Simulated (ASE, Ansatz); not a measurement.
## Generalised stacking fault on (111) (glide set) of a GaP-AlP solid solution (72 atoms): a single point

What does DFT give for generalised stacking fault on (111) (glide set) of a GaP-AlP solid solution (72 atoms) as built?

Method: Kohn-Sham DFT, LDA, PAW (set soft_2), plane waves, in Ansatz 0.2.0.

### 1. The starting structure

The cell holds 72 atoms: 18 Al, 36 P and 18 Ga. Its edges and angles: a = 6.683 Å, b = 11.576 Å, c = 19.136 Å, α = 90.0°, β = 86.7°, γ = 90.0°. It derives from GaP and AlP. Zinc-blende GaP lattice (a = 5.4569 Å, the value set for the mixture), cell with z along [111], 1 x 3 x 2 periods; the third cell vector is tilted by 0.167 of 1/2[11-2] and lengthened by 0.2 Å, so the cell holds one fault (glide set); displaced by a Gaussian of 0.01 Å; 18 of 36 Ga sites given to Al at random (lattice constant by Vegard's rule between GaP and AlP).

What the set-up can't give: The host structure and its lattice constant were typed by rule, without a check against the phase diagram.

### 2. Plane-wave single point

One self-consistent run at the given positions yields energy and forces.

input.yaml

```yaml
crystal:
  lattice:
    - [6.68331, 0.0, 0.0]
    - [0.0, 11.57583, 0.0]
    - [1.11391, 0.0, 19.10326]
  atoms:
    - { symbol: Al, position: [0.49646, 0.16469, 0.0197] }
    - { symbol: P, position: [0.47929, 0.16679, 0.14378] }
    - { symbol: Ga, position: [0.80102, 0.16707, 0.18567] }
    - { symbol: P, position: [0.78445, 0.16841, 0.30947] }
    - { symbol: Ga, position: [0.9976, 0.00086, 0.0202] }
    - { symbol: P, position: [0.97189, 0.99994, 0.14529] }
    - { symbol: Al, position: [0.30332, 0.00026, 0.18533] }
    - { symbol: P, position: [0.28099, 0.99992, 0.30897] }
    - { symbol: Ga, position: [0.60663, 0.00057, 0.35109] }
    - { symbol: P, position: [0.58752, 0.99819, 0.47508] }
    - { symbol: Al, position: [0.49584, 0.50025, 0.01993] }
    - { symbol: P, position: [0.47581, 0.50019, 0.14412] }
    - { symbol: Ga, position: [0.8006, 0.49929, 0.18554] }
    - { symbol: P, position: [0.78194, 0.49907, 0.30821] }
    - { symbol: Al, position: [0.99782, 0.33292, 0.0212] }
    - { symbol: P, position: [0.9746, 0.3325, 0.14419] }
    - { symbol: Ga, position: [0.30209, 0.33346, 0.18511] }
    - { symbol: P, position: [0.28237, 0.33304, 0.30974] }
    - { symbol: Al, position: [0.60815, 0.33354, 0.34983] }
    - { symbol: P, position: [0.59058, 0.33383, 0.47335] }
    - { symbol: Ga, position: [0.10915, 0.16518, 0.34972] }
    - { symbol: P, position: [0.08783, 0.16589, 0.47316] }
    - { symbol: Ga, position: [0.41188, 0.16698, 0.51505] }
    - { symbol: P, position: [0.39248, 0.16713, 0.63881] }
    - { symbol: Al, position: [0.72161, 0.16577, 0.67972] }
    - { symbol: P, position: [0.69747, 0.16812, 0.80432] }
    - { symbol: Ga, position: [0.9141, 0.99898, 0.51551] }
    - { symbol: P, position: [0.89222, 0.00038, 0.63795] }
    - { symbol: Al, position: [0.22043, 0.99979, 0.68001] }
    - { symbol: P, position: [0.19939, 0.99964, 0.80309] }
    - { symbol: Ga, position: [0.52703, 0.00029, 0.84556] }
    - { symbol: P, position: [0.50566, 0.99913, 0.9693] }
    - { symbol: Ga, position: [0.49636, 0.83227, 0.02075] }
    - { symbol: P, position: [0.4758, 0.83227, 0.14452] }
    - { symbol: Al, position: [0.80364, 0.834, 0.18553] }
    - { symbol: P, position: [0.781, 0.83366, 0.3098] }
    - { symbol: Ga, position: [0.99654, 0.66708, 0.0211] }
    - { symbol: P, position: [0.97638, 0.66769, 0.14438] }
    - { symbol: Al, position: [0.29994, 0.66656, 0.18487] }
    - { symbol: P, position: [0.28268, 0.66552, 0.30996] }
    - { symbol: Al, position: [0.61249, 0.66677, 0.35088] }
    - { symbol: P, position: [0.58797, 0.66695, 0.47434] }
    - { symbol: Ga, position: [0.11, 0.4993, 0.34953] }
    - { symbol: P, position: [0.08795, 0.49988, 0.47545] }
    - { symbol: Al, position: [0.41286, 0.49997, 0.51595] }
    - { symbol: P, position: [0.39348, 0.50024, 0.63909] }
    - { symbol: Al, position: [0.71941, 0.49908, 0.68094] }
    - { symbol: P, position: [0.69847, 0.50033, 0.80384] }
    - { symbol: Al, position: [0.9141, 0.33394, 0.51502] }
    - { symbol: P, position: [0.89429, 0.3328, 0.63998] }
    - { symbol: Al, position: [0.22035, 0.33503, 0.67968] }
    - { symbol: P, position: [0.20075, 0.33295, 0.80581] }
    - { symbol: Ga, position: [0.52476, 0.3315, 0.84581] }
    - { symbol: P, position: [0.50819, 0.33201, 0.96894] }
    - { symbol: Al, position: [0.0243, 0.16751, 0.84539] }
    - { symbol: P, position: [0.00442, 0.16751, 0.96848] }
    - { symbol: Al, position: [0.10516, 0.83139, 0.35079] }
    - { symbol: P, position: [0.0874, 0.83433, 0.47359] }
    - { symbol: Al, position: [0.41191, 0.83207, 0.51549] }
    - { symbol: P, position: [0.39186, 0.83381, 0.63928] }
    - { symbol: Ga, position: [0.71799, 0.83262, 0.68084] }
    - { symbol: P, position: [0.69737, 0.83534, 0.80375] }
    - { symbol: Ga, position: [0.91126, 0.66741, 0.51579] }
    - { symbol: P, position: [0.89426, 0.66631, 0.6391] }
    - { symbol: Ga, position: [0.22167, 0.66597, 0.67865] }
    - { symbol: P, position: [0.19737, 0.66618, 0.8038] }
    - { symbol: Ga, position: [0.52662, 0.66634, 0.84504] }
    - { symbol: P, position: [0.50613, 0.66693, 0.96825] }
    - { symbol: Ga, position: [0.02698, 0.50025, 0.84606] }
    - { symbol: P, position: [0.00406, 0.49922, 0.97104] }
    - { symbol: Al, position: [0.0288, 0.83486, 0.84413] }
    - { symbol: P, position: [0.00471, 0.83301, 0.96964] }
kpoints:
  mp_grid: { grid: [2, 1, 1] }
hamiltonian:
  xc: lda
scf:
  occupations: { method: fermi_dirac, width: 0.05 }
output:
  forces: true
  stress: true
  populations: intrinsic
  dos:
    method: { smearing: { sigma: 0.08 } }
    de: 0.1
    projected: { site_lists: { Al: [Al], Ga: [Ga], P: [P] } }
  eigenvalues: true
  write_density: true
  write_potential: true
  volumetric_format: npy
```

Run with:

```console
ansatz run input.yaml --threads 8 --pin off --max-ram 15872MiB --backend cpu --events-out ev --progress --plain --runs-dir out
```

The log of the run:

```text
Engine: ansatz 0.2.0, aarch64-unknown-linux-gnu
Pseudopotentials: kind: paw
Pseudopotential: Al, paw, valence charge 3, recommended cutoff 420 eV (normal), Al.paw.azcp
Pseudopotential: P, paw, valence charge 5, recommended cutoff 420 eV (normal), P.paw.azcp
Pseudopotential: Ga, paw, valence charge 13, recommended cutoff 420 eV (normal), Ga.paw.azcp
[... 3 lines on functional and potentials left out ...]
Crystal: 72 atoms, lattice volume = 1477.921 Å³
Basis set: ecut = 420 eV, 28931 PW (Γ)
Bands: 306, of which v1, the nominal top of the filled ones, is band 234 counted from 1 (233 counted from 0)
Symmetry: 1 space group operations
Space group: P1 (ITA 1), of the structure as read, at distance tolerance 1.1e-4 Å
k-points: 2
[... 10 lines on functional and potentials left out ...]
Initial density: superposition of atomic densities (neutral atoms: chi_scale 0, normalization atom), corrected by the library's trained network
Initial wavefunctions: pseudopotential atomic-orbital guess
Functional: x = slater, c = lda
SCF iter   1: F=—  HF=-102118.015665 eV  |F-HF|=—  |Δ(HF+E_count)|=         —  Δρ=5.14e-3  dr2=5.02e-1  ethr=1.77e-3  ⟨swp⟩=8.5  Hψ=2960  notcnv=0  defer=36
preconditioner: auto → Resta (q_TF=auto, 2.252 Å⁻¹)  ε∞=4.0  [insulator: Δε(μ)=0.407 eV  Ē_g=12.064 eV  σ=0.050 eV  W_gap=0.97  n_scr=294 (ndim 8)  ℏωp=20.9 eV  f_vac=0.000  D(μ)=0.68/eV (n_scr^D=0)  ε∞_Penn≈4.0]
SCF iter   2: F=—  HF=-102117.935141 eV  |F-HF|=—  |Δ(HF+E_count)|=   8.05e-2  Δρ=2.81e-3  dr2=1.42e-1  ethr=1.07e-4  ⟨swp⟩=2.0  Hψ=811  notcnv=0  defer=77
SCF iter   3: F=—  HF=-102117.902627 eV  |F-HF|=—  |Δ(HF+E_count)|=   3.25e-2  Δρ=6.04e-4  dr2=4.69e-3  ethr=3.04e-5  ⟨swp⟩=2.0  Hψ=840  notcnv=0  defer=77
SCF iter   4: F=—  HF=-102117.899655 eV  |F-HF|=—  |Δ(HF+E_count)|=   2.97e-3  Δρ=2.22e-4  dr2=7.08e-4  ethr=1.00e-6  ⟨swp⟩=2.0  Hψ=987  notcnv=0  defer=77
SCF iter   5: F=—  HF=-102117.899411 eV  |F-HF|=—  |Δ(HF+E_count)|=   2.44e-4  Δρ=7.05e-5  dr2=1.06e-4  ethr=1.51e-7  ⟨swp⟩=2.0  Hψ=989  notcnv=0  defer=77
SCF iter   6: F=—  HF=-102117.899394 eV  |F-HF|=—  |Δ(HF+E_count)|=   1.68e-5  Δρ=1.82e-5  dr2=7.95e-6  ethr=2.26e-8  ⟨swp⟩=2.0  Hψ=985  notcnv=0  defer=77
SCF iter   7: F=—  HF=-102117.898992 eV  |F-HF|=—  |Δ(HF+E_count)|=   4.02e-4  Δρ=5.57e-6  dr2=6.71e-7  ethr=1.70e-9  ⟨swp⟩=2.0  Hψ=1085  notcnv=0  defer=93
SCF iter   8: F=—  HF=-102117.898992 eV  |F-HF|=—  |Δ(HF+E_count)|=   3.94e-8  Δρ=3.47e-6  dr2=1.23e-7  ethr=2.14e-11  ⟨swp⟩=20.5  Hψ=6124  notcnv=0
SCF iter   9: F=-102117.898992 eV  HF=-102117.898992 eV  |F-HF|=4.21e-9  |Δ(HF+E_count)|=   1.08e-7  Δρ=6.99e-7  dr2=8.23e-9  ethr=2.14e-11  ⟨swp⟩=9.0  Hψ=4030  notcnv=0
SCF 1 converged in 9 iterations: F = -102117.898992 eV  dr2 = 8.23e-9
  greatest PAW one-centre occupation: 0.995 electrons in one spin orbital (limit 2), on the Ga atom at site 32 (counted from 0), in its partial waves of l = 2
SCF converged after 9 iterations
Free energy (F): -102117.898992 eV
Harris-Foulkes:  -102117.898992 eV  (|F-HF|=4.21e-9)
Internal energy: -102117.884569 eV  (E = F + TS)
E sigma→0 (E₀):  -102117.891781 eV
Entropy (-TS):   -0.014423 eV (-0.200 meV/atom)
Fermi energy:    6.994691 eV
--- Per-component energies (eV) ---
  E_band       = -1305.116961
  E_kinetic    = 5062.038541
  E_local      = -48483.682440  (includes V_loc(G=0)·N_el)
  E_nonlocal   = 9159.903928
  E_hartree    = 22283.801316
  E_xc         = -4153.534967
  E_vxc        = -3779.308893  (∫ρ·V_xc dr)
  E_paw        = -61861.095522  (= ΣΔE_a)
  E_vpaw       = -7831.659347  (= ΣTr[D̂ρ^β])
  E_aug_tail   = -0.002074  (compensation charges beyond the density's cutoff)
  E_ewald      = -24161.653541
  E_core_change = 36.340189  (= ΣΔE_core)
  E_smearing   = -0.014423  (= −TS)
  E_closure    = 0.000000  (closes the sum)
  Σ components = -102117.898992   (vs F -102117.898992, Δ=0.00e0)
--- Forces (eV/Å), atoms counted from 1 ---
  atom   1  Al     0.00131183     0.30405982     1.25740281
  atom   2  P     -0.26726803     0.06564441    -0.07948656
  atom   3  Ga     0.12426925    -0.05090531     0.17070685
  atom   4  P     -0.19156958    -0.34869218    -0.12814407
  atom   5  Ga    -0.02366725    -0.09394075     1.19611435
  atom   6  P      0.26875407     0.24475818    -0.40889520
  atom   7  Al    -0.05932446     0.02296720    -0.06401075
  atom   8  P      0.06486658    -0.14640223    -0.00836436
  atom   9  Ga     0.06575456     0.12892608     0.08511093
  atom  10  P     -0.02515091     0.29943297    -0.16311157
  atom  11  Al    -0.03117927    -0.13955114     1.05191667
  atom  12  P     -0.06296363    -0.07369869    -0.14789905
  atom  13  Ga     0.14400097     0.09802182    -0.09072904
  atom  14  P      0.12762913     0.14457776     0.09283343
[...]
atom  71  Al    -0.23749969    -0.19650753     0.40665991
  atom  72  P      0.05100407     0.16463480    -1.32207866
  max |Σ_I F_I| component: 2.01e-4 eV/Å
--- Stress (GPa, compression-positive) ---
       -2.293635      -0.037848       0.251295
       -0.037848       1.909972       0.030419
        0.251295       0.030419      -2.617307
  P = ⅓ Tr σ = -1.0003 GPa (-10.003 kbar)
--- Band table (eV) ---
  k-point 0: bands = ["-9.0886", "-9.0262", "-9.0210", "-9.0086", [... 290 levels ...], "10.3835", "10.3938", "10.4201", "10.4294", "10.4514", "10.4687", "10.5005", "10.5142", "10.5420", "10.5590", "10.6075", "10.6357"]
  k-point 1: bands = ["-9.0869", "-9.0278", "-9.0210", "-9.0084", [... 290 levels ...], "10.4996", "10.5349", "10.5385", "10.5415", "10.5857", "10.5892", "10.6653", "10.6734", "10.6980", "10.7088", "10.7312", "10.7469"]
--- intrinsic populations: 72 sites ---
  site symbol       q [e]
     0     Al      2.5799
     1      P      5.1681
     2     Ga     13.0085
[...]
71      P      5.1586
  spilling = 0.000000 (of n_electrons = 468.000000)
```

Run time: 30 s. Hardware: 8 threads of Arm Neoverse V2, shared host; peak memory 4.5 GiB.

The run gave:

* free energy: -102117.8990 eV
* free energy per atom: -1418.3042 eV/atom
* SCF cycles: 9
* pressure: -1 GPa
* r.m.s. force component: 0.3164 eV/Å
* longest force: 1.498 eV/Å
* Fermi energy: 6.995 eV
* spacing of highest filled and lowest empty level: 0.343 eV
* levels partly filled by over 2 per cent: 2

Neighbours are counted within 2.77 Å (P-Al), 2.77 Å (P-Ga).

Length of the force by element and coordination:

```csv
element,coordination,atoms,mean length of the force (eV/Å),spread,least,most
Al,all,18,0.397,0.372,0.0902,1.29
Al,3,3,1.19,0.097,1.06,1.29
Al,4,15,0.238,0.112,0.0902,0.510
Ga,all,18,0.370,0.325,0.119,1.2
Ga,3,3,1.07,0.102,0.951,1.2
Ga,4,15,0.230,0.0864,0.119,0.432
P,all,36,0.430,0.383,0.0573,1.50
P,3,6,1.24,0.173,1.03,1.50
P,4,30,0.269,0.113,0.0573,0.547
```

Intrinsic-atomic-orbital charges by element and coordination:

```csv
element,coordination,atoms,mean charge (e),spread,least,most
Al,all,18,0.366,0.0239,0.350,0.420
Al,3,3,0.418,0.0026,0.414,0.420
Al,4,15,0.355,0.005,0.350,0.365
Ga,all,18,0.0018,0.0233,-0.0171,0.057
Ga,3,3,0.0516,0.0041,0.0471,0.057
Ga,4,15,-0.0081,0.0074,-0.0171,0.0037
P,all,36,-0.184,0.0808,-0.356,-0.0699
P,3,6,-0.24,0.0676,-0.351,-0.159
P,4,30,-0.172,0.0785,-0.356,-0.0699
```

States in the cell by windows of 1 eV, zero at the Fermi level; the larger projections on atomic orbitals stand beside the total:

```csv
from (eV),to (eV),total,P p,Ga p,Al p,Ga s,Al s,P s
-14,-13,1.3,0.0,0.0,0.0,0.3,0.2,0.6
-13,-12,14.2,0.5,1.4,1.6,2.5,1.3,6.6
-12,-11,29.8,1.0,3.8,3.8,2.7,2.1,15.8
-11,-10,26.7,0.4,4.1,3.7,0.7,0.8,16.4
-10,-8,0.0,0.0,0.0,0.0,0.0,0.0,0.0
-8,-7,21.0,9.4,0.9,1.0,7.3,1.2,1.0
-7,-6,27.4,13.8,1.5,1.4,3.5,4.9,1.9
-6,-5,19.8,11.0,2.2,1.8,0.8,2.3,1.6
-5,-4,30.5,18.0,4.6,4.3,0.8,1.3,1.3
-4,-3,54.0,35.5,8.4,7.7,0.5,0.7,0.7
-3,-2,43.0,31.0,5.5,5.1,0.2,0.3,0.3
-2,-1,17.4,14.1,1.6,1.2,0.1,0.1,0.1
-1,0,2.9,2.6,0.1,0.1,0.0,0.0,0.0
0,1,16.4,2.5,2.3,3.5,2.7,0.8,2.8
1,2,43.3,8.2,7.5,7.6,4.8,3.9,5.5
2,3,38.3,8.3,7.4,7.5,1.7,3.8,2.9
```

The curve was stored every 0.10 eV, coarse against its broadening of 0.08 eV, so these counts are rough.

Between -16 and -14 eV lie 180 more states.

The levels nearest the highest filled one (over half full), pooled over k-points and spins:

```csv
level less the highest filled one (eV),occupation
-1.23,2
-1.19,2
-1.18,2
-0.776,2
-0.745,2
0,1.94
0.343,0.062
0.507,0.002
0.718,0
0.797,0
0.805,0
0.817,0
```

Valence density in the ca plane at fractional y = 0.000, with atoms of Ga and P and Al within 0.2 Å of it. It is the smooth field of the valence electrons, not physical close to the nuclei.

Ten steps, logarithmic in the rise over the least value, from '0' (0 e/Å³) to '9' (38 e/Å³), each cell a mean:
```
78621220011000000000000002686211212210000000
33211121121000000000000003797312200110000000
01000011111000000000000002464211211110000000
00000000000000000000000011221111112110000000
00000000000000000111100111111000011100000000
00000000000000001365211122210000000000000000
10000000000000001698411211110000000000000012
11000000000000001588411210111000000000000014
11000000000000001233211111210000000000000015
11000000000000011111000111110000000000000012
10000000000001112211000000000000000000000011
10000000000011221211000000000000000000001111
00000000000011210111000000000000000000111222
00000000000011211111000000000000000000112111
00000001110001111210000000000000000000112101
11100011111000011110000000000000001000011212
56311122221000000000000000110000111110001111
89721221121000000000000001232111122110000000
```
Columns run along c (16.0 Å, from fractional 0.00 to 0.84 of the cell), rows up along a (6.7 Å). Atoms in or near the plane, at fractional coordinates: Ga at (0.02, 0.00), P at (0.15, 0.97), Al at (0.19, 0.30), P at (0.31, 0.28), Ga at (0.35, 0.61), P at (0.48, 0.59), Ga at (0.52, 0.91), P at (0.64, 0.89), Al at (0.68, 0.22), P at (0.80, 0.20).

(Part 1 of 2 ends here.)

[Logs are printed without paths, hosts, clocks, repeated set-up lines and the standing remarks that a program may print on its own settings, such as how far it seeks lower states.]

[Hosts, paths, dates, database ids (printed as entryN), source tags and the programs' standing remarks are cut or masked in the printed files.]
